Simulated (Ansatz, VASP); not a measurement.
## Sb in VASP and in Ansatz

```
CELL_PARAMETERS angstrom
0.00000 3.40644 3.40644
3.40644 0.00000 3.40644
3.40644 3.40644 0.00000
ATOMIC_POSITIONS crystal
Sb 0.87500 0.87500 0.87500
Sb 0.12500 0.12500 0.12500
```

This isn't the form of Sb at room conditions, which is rhombohedral.

Alike in both runs: task single point; functional LDA; k mesh 10 × 10 × 10; occupations fermi-dirac, width 0.1 eV; no spin polarisation.

|  | VASP | Ansatz |
| --- | --- | --- |
| version | VASP 6.6.1 | Ansatz 0.2.0 |
| potentials or method | VASP PAW LDA potentials, release 64 (Sb), cutoff 520 eV | all-electron LAPW, scalar-relativistic |

|  | VASP | Ansatz | Ansatz less VASP |
| --- | --- | --- | --- |
| pressure (GPa) | 0.2 | 0.0 | -0.15 |

Ansatz ran all-electron here, so the differences hold the error of VASP's frozen core and of both bases.

Spin-orbit coupling is left out, which matters for the levels of Sb.
